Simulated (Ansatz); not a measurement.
# Residual resistivity of an alloy: Ag(111) with 4 layers of random Ag-Ir, 2x2, part 2 of 2

Aim: the residual resistivity of a random alloy, from Ag(111) with 4 layers of random Ag-Ir, 2x2 and longer regions.

Ansatz 0.2.0; Ansatz plane-wave DFT, PBE, PAW files; ballistic transport by layer matching (Landauer), zero bias; PAW set soft_1.

So far. Step 3 (With 8 alloy layers): Over the solved energies the transmission per spin lies between 1.36 and 1.43, out of 3.23 channels of the lead on average (up to 3.33). The log calls the step of a lead's potential too much.

## Step 4: With 12 alloy layers

In 12 layers a share of 0.125 of the sites is given to Ir at random. A fresh draw is used; the growth of the resistance with length is what counts.

System of this step: Ag(111) with 12 layers of random Ag-Ir, 2x2. The cell holds 72 atoms: 66 Ag and 6 Ir. Its edges and angles: a = 5.779 Å, b = 5.779 Å, c = 42.465 Å, α = 90.0°, β = 90.0°, γ = 120.0°. It derives from Ag. Regions: lead, 24 atoms (24 Ag); scattering region, 48 atoms (42 Ag and 6 Ir). The structure is stacked along c, and the current runs across the ab planes.

input.yaml

```yaml
crystal:
  lattice:
    - [5.7787594586, 0.0, 0.0]
    - [-2.8893797293, 5.0045524935, 0.0]
    - [0.0, 0.0, 42.4650360593]
  atoms:
    - { symbol: Ag, position: [0.0, 0.0, 0.0277777778] }
    - { symbol: Ag, position: [0.0, 0.5, 0.0277777778] }
    - { symbol: Ag, position: [0.5, 0.0, 0.0277777778] }
    - { symbol: Ag, position: [0.5, 0.5, 0.0277777778] }
    - { symbol: Ag, position: [0.1666666667, 0.3333333333, 0.0833333333] }
    - { symbol: Ag, position: [0.1666666667, 0.8333333333, 0.0833333333] }
    - { symbol: Ag, position: [0.6666666667, 0.3333333333, 0.0833333333] }
    - { symbol: Ag, position: [0.6666666667, 0.8333333333, 0.0833333333] }
    - { symbol: Ag, position: [0.3333333333, 0.1666666667, 0.1388888889] }
    - { symbol: Ag, position: [0.3333333333, 0.6666666667, 0.1388888889] }
    - { symbol: Ag, position: [0.8333333333, 0.1666666667, 0.1388888889] }
    - { symbol: Ag, position: [0.8333333333, 0.6666666667, 0.1388888889] }
    - { symbol: Ag, position: [0.0, 0.0, 0.1944444444] }
    - { symbol: Ag, position: [0.0, 0.5, 0.1944444444] }
    - { symbol: Ag, position: [0.5, 0.0, 0.1944444444] }
    - { symbol: Ag, position: [0.5, 0.5, 0.1944444444] }
    - { symbol: Ag, position: [0.1666666667, 0.3333333333, 0.25] }
    - { symbol: Ag, position: [0.1666666667, 0.8333333333, 0.25] }
    - { symbol: Ag, position: [0.6666666667, 0.3333333333, 0.25] }
    - { symbol: Ag, position: [0.6666666667, 0.8333333333, 0.25] }
    - { symbol: Ag, position: [0.3333333333, 0.1666666667, 0.3055555556] }
    - { symbol: Ag, position: [0.3333333333, 0.6666666667, 0.3055555556] }
    - { symbol: Ag, position: [0.8333333333, 0.1666666667, 0.3055555556] }
    - { symbol: Ag, position: [0.8333333333, 0.6666666667, 0.3055555556] }
    - { symbol: Ag, position: [0.0, 0.0, 0.3611111111] }
    - { symbol: Ir, position: [0.0, 0.5, 0.3611111111] }
    - { symbol: Ag, position: [0.5, 0.0, 0.3611111111] }
    - { symbol: Ag, position: [0.5, 0.5, 0.3611111111] }
    - { symbol: Ag, position: [0.1666666667, 0.3333333333, 0.4166666667] }
    - { symbol: Ag, position: [0.1666666667, 0.8333333333, 0.4166666667] }
    - { symbol: Ag, position: [0.6666666667, 0.3333333333, 0.4166666667] }
    - { symbol: Ir, position: [0.6666666667, 0.8333333333, 0.4166666667] }
    - { symbol: Ag, position: [0.3333333333, 0.1666666667, 0.4722222222] }
    - { symbol: Ag, position: [0.3333333333, 0.6666666667, 0.4722222222] }
    - { symbol: Ir, position: [0.8333333333, 0.1666666667, 0.4722222222] }
    - { symbol: Ag, position: [0.8333333333, 0.6666666667, 0.4722222222] }
    - { symbol: Ag, position: [0.0, 0.0, 0.5277777778] }
    - { symbol: Ir, position: [0.0, 0.5, 0.5277777778] }
    - { symbol: Ag, position: [0.5, 0.0, 0.5277777778] }
    - { symbol: Ag, position: [0.5, 0.5, 0.5277777778] }
    - { symbol: Ag, position: [0.1666666667, 0.3333333333, 0.5833333333] }
    - { symbol: Ag, position: [0.1666666667, 0.8333333333, 0.5833333333] }
    - { symbol: Ir, position: [0.6666666667, 0.3333333333, 0.5833333333] }
    - { symbol: Ag, position: [0.6666666667, 0.8333333333, 0.5833333333] }
    - { symbol: Ag, position: [0.3333333333, 0.1666666667, 0.6388888889] }
    - { symbol: Ag, position: [0.3333333333, 0.6666666667, 0.6388888889] }
    - { symbol: Ag, position: [0.8333333333, 0.1666666667, 0.6388888889] }
    - { symbol: Ag, position: [0.8333333333, 0.6666666667, 0.6388888889] }
    - { symbol: Ag, position: [0.0, 0.0, 0.6944444444] }
    - { symbol: Ir, position: [0.0, 0.5, 0.6944444444] }
    - { symbol: Ag, position: [0.5, 0.0, 0.6944444444] }
    - { symbol: Ag, position: [0.5, 0.5, 0.6944444444] }
    - { symbol: Ag, position: [0.1666666667, 0.3333333333, 0.75] }
    - { symbol: Ag, position: [0.1666666667, 0.8333333333, 0.75] }
    - { symbol: Ag, position: [0.6666666667, 0.3333333333, 0.75] }
    - { symbol: Ag, position: [0.6666666667, 0.8333333333, 0.75] }
    - { symbol: Ag, position: [0.3333333333, 0.1666666667, 0.8055555556] }
    - { symbol: Ag, position: [0.3333333333, 0.6666666667, 0.8055555556] }
    - { symbol: Ag, position: [0.8333333333, 0.1666666667, 0.8055555556] }
    - { symbol: Ag, position: [0.8333333333, 0.6666666667, 0.8055555556] }
    - { symbol: Ag, position: [0.0, 0.0, 0.8611111111] }
    - { symbol: Ag, position: [0.0, 0.5, 0.8611111111] }
    - { symbol: Ag, position: [0.5, 0.0, 0.8611111111] }
    - { symbol: Ag, position: [0.5, 0.5, 0.8611111111] }
    - { symbol: Ag, position: [0.1666666667, 0.3333333333, 0.9166666667] }
    - { symbol: Ag, position: [0.1666666667, 0.8333333333, 0.9166666667] }
    - { symbol: Ag, position: [0.6666666667, 0.3333333333, 0.9166666667] }
    - { symbol: Ag, position: [0.6666666667, 0.8333333333, 0.9166666667] }
    - { symbol: Ag, position: [0.3333333333, 0.1666666667, 0.9722222222] }
    - { symbol: Ag, position: [0.3333333333, 0.6666666667, 0.9722222222] }
    - { symbol: Ag, position: [0.8333333333, 0.1666666667, 0.9722222222] }
    - { symbol: Ag, position: [0.8333333333, 0.6666666667, 0.9722222222] }
kpoints:
  mp_grid: { grid: [4, 4, 1] }
hamiltonian:
  xc: pbe
  pseudopotentials: { kind: paw, azcp: { folder: soft_1 } }
scf:
  occupations: { method: fermi_dirac, width: 0.1 }
output:
  transmission: { leads: [[0, 4]], kmesh: [8, 8], e_range: [-0.05, 0.05], de: 0.05 }
  write_potential: true
  write_density: true
  volumetric_format: npy
```

Run with:

```console
$ ansatz run input.yaml --threads 4 --pin off --max-ram 15360MiB --backend cpu --events-out ev --progress --plain --runs-dir out
```

Numbers of over 12 decimals in the logs are rounded to 6 here.

Log:

```text
[...]
Crystal: 72 atoms, lattice volume = 1228.093 Å³
Basis set: ecut = 420 eV, 24081 PW (Γ)
Bands: 814, of which v1, the nominal top of the filled ones, is band 678 counted from 1 (677 counted from 0)
Symmetry: 1 space group operations
[...]
k-points: 10 of 16 (time reversal used)
[...]
SCF iter   1: F=—  HF=-572611.835776 eV  |F-HF|=—  |Δ(HF+E_count)|=         —  Δρ=7.16e-2  dr2=4.64e2  ethr=3.10e-3  ⟨swp⟩=4.1  Hψ=24205  notcnv=0  defer=154
[...]
SCF iter  13: F=-572592.933174 eV  HF=-572592.933174 eV  |F-HF|=6.29e-8  |Δ(HF+E_count)|=   1.98e-8  Δρ=6.29e-7  dr2=6.53e-8  ethr=7.37e-12  ⟨swp⟩=8.9  Hψ=30975  notcnv=0
SCF 1 converged in 13 iterations: F = -572592.933174 eV  dr2 = 6.53e-8
[...]
transmission: 213 of 2108 steps passed
transmission: 426 of 2108 steps passed
[...]
transmission: 2108 of 2108 steps passed
SCF converged after 13 iterations
Free energy (F): -572592.933174 eV
[...]
Internal energy: -572591.938838 eV  (E = F + TS)
E sigma→0 (E₀):  -572592.436006 eV
Entropy (-TS):   -0.994336 eV (-13.810 meV/atom)
Fermi energy:    17.311687 eV
[...]
--- Band table (eV; the first three rows and the last of 10) ---
  k-point 0: bands = [... 674 lower, 17.4840, 17.7962, 17.8051, 17.8119, 17.8193, 17.8630, 17.8913, 18.1615, ... 132 higher]
  k-point 1: bands = [... 674 lower, 17.1024, 17.2064, 17.2347, 17.2915, 17.3320, 17.4362, 17.5159, 17.5401, ... 132 higher]
  k-point 2: bands = [... 674 lower, 17.0802, 17.1138, 17.1451, 17.2034, 17.2338, 17.3518, 17.4847, 17.5343, ... 132 higher]
  k-point 9: bands = [... 674 lower, 17.0903, 17.0960, 17.1917, 17.2288, 17.4083, 17.4447, 17.4779, 17.5103, ... 132 higher]
--- Transmission ---
  basis      : 253 plane waves across, 62 finite elements along
  points     : 34, standing for a mesh of 8 x 8
[...]
channels       : 3.234375e0 a spin
[...]
junction   : crystal 0 to crystal 0, 1.66 to 41.77 Å
    transmission   : 1.204586e0 a spin
[...]
```

Run time: 38 min. Hardware: 4 threads of Arm Neoverse N1, shared host; peak memory 8.1 GiB; 2.2 h of CPU time.

This step gave:

```yaml
free_energy: -572592.9332 eV
energy_at_zero_smearing: -572592.4360 eV
fermi_energy: 17.31 eV
transmission_per_spin_nearest_the_fermi_level: 1.205
open_channels_per_spin_nearest_the_fermi_level: 3.234
step_of_the_lead_s_potential: 13.1 meV
```

Per spin. Table of transmission, zone mean by energy, zero at the Fermi level:

```
energy (eV)  transmission, zone mean
    -0.0500                     1.22
     0.0000                     1.20
     0.0500                     1.30
```

Over the solved energies the transmission per spin lies between 1.20 and 1.30, out of 3.27 channels of the lead on average (up to 3.33).

## Step 5: The fit

This step: Ansatz plane-wave DFT, PBE, PAW files; ballistic transport by layer matching (Landauer), zero bias; residual resistivity from the slope of the area resistance, atoms on the host's lattice; PAW set soft_1 (Ansatz 0.2.0).

Numbers from this step:

```yaml
resistivity: 60.03 µΩ cm
intercept: 0.2414 fΩ m²
scatter_about_the_fit: 0.1091 fΩ m²
```

Resistance, by row:

```
run  length (Å)      T  channels N  RA (fΩ m²)
 n4       9.437  1.992       3.266      0.7308
 n8       18.87  1.391       3.234       1.529
n12       28.31  1.241       3.266       1.864
```

Table of area resistance by length of the alloy:

```
length of the alloy (Å)  area resistance (fΩ m²)
                   9.44                    0.731
                  18.87                     1.53
                  28.31                     1.86
```

The area resistance goes from 0.73 to 1.9 fΩ m² between 9.4 and 28.3 Å, a slope of 60 µΩ cm.

By hand from the end points: (1.864 − 0.7308) fΩ m² / (28.31 − 9.44) Å = 60 µΩ cm, since 1 fΩ m² per Å is 1000 µΩ cm.

## Step 6: Results

| Property | Result |
| --- | --- |
| resistivity from the slope | 60.0 µΩ cm |
| area resistance over 9.44 Å | 0.731 fΩ m² |
| area resistance over 18.9 Å | 1.53 fΩ m² |
| area resistance over 28.3 Å | 1.86 fΩ m² |

The slope gives 60 µΩ cm. The points scatter by 0.11 fΩ m² about the line, with one random draw a length in a 2x2 cell, so the slope is a rough value. Read with a model of isotropic scattering on a spherical Fermi surface and the lead's 0.87×10¹⁵ S/m², this slope means a mean free path near 14 Å; over these lengths the model's slope is within 3 % of its bulk resistivity. The draw over the shortest length came out nearly ordered, with 8 symmetry operations, so that point is a poor sample of a random alloy. The atoms sit on the host's lattice, so scattering by size misfit is left out. Spin-orbit coupling is left out, which matters for Ir. A lead's potential steps by up to 32 meV from period to period, which the log calls too much, so longer leads could move the result.

[Logs are printed without paths, hosts, clocks, repeated set-up lines and the standing remarks that a program may print on its own settings, such as how far it seeks lower states.]

[Hosts, paths, dates, database ids (printed as entryN), source tags and the programs' standing remarks are cut or masked in the printed files.]
